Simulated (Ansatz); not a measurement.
# Rh: the cost of one run

Computed with Ansatz 0.2.0 (DFT PBE+D3(BJ), scalar-relativistic, plane waves, PAW, unless a step's input says otherwise).

## Step 1: The starting structure

Symmetry: P6_3/mmc, No. 194, hexagonal system. The conventional cell has a = 2.692 Å, b = 2.692 Å, c = 8.798 Å, α = 90.00°, β = 90.00°, γ = 120.00°. Around Rh (site symmetry -3m) lie 12 Rh at 2.69 Å. Rh (site symmetry -6m2) is surrounded by 12 Rh at 2.69 Å.

Structure file:

```xyz
4
Lattice="2.6917 0.0000 0.0000 -1.3459 2.3311 0.0000 0.0000 0.0000 8.7981" Properties=species:S:1:pos:R:3 pbc="T T T"
Rh    0.0000    0.0000    0.0000
Rh    0.0000    1.5541    2.1995
Rh    0.0000    0.0000    4.3990
Rh    1.3459    0.7770    6.5986
```

The structure comes from the Materials Project (structure only).

(A quick probe on a coarse mesh, which set the mesh and smearing, is not shown.)

## Step 3: The relaxation

File input.yaml:

```yaml
crystal:
  lattice:
    - [2.6917446234, 0.0, 0.0]
    - [-1.3458723117, 2.3311192244, 0.0]
    - [0.0, 0.0, 8.79807013]
  atoms:
    - { symbol: Rh, position: [0.0, 0.0, 0.0] }
    - { symbol: Rh, position: [0.33333333, 0.66666667, 0.25] }
    - { symbol: Rh, position: [0.0, 0.0, 0.5] }
    - { symbol: Rh, position: [0.66666667, 0.33333333, 0.75] }
basis:
  ecutwfc: 420
kpoints:
  mp_grid: { grid: [18, 18, 6] }
hamiltonian:
  xc: pbe
  dispersion: d3bj
scf:
  occupations: { method: gaussian, width: 0.1 }
output:
  forces: true
  stress: true
  eigenvalues: true
relax:
  adjacent_minimum: "off"
  f_tol: 0.005
  max_steps: 80
  cell: { stress_tol: 0.05 }
```

What time and memory should one allow on 2 threads of an x86-64 CPU, shared host?

About 21 s, with a peak of 0.54 GiB.
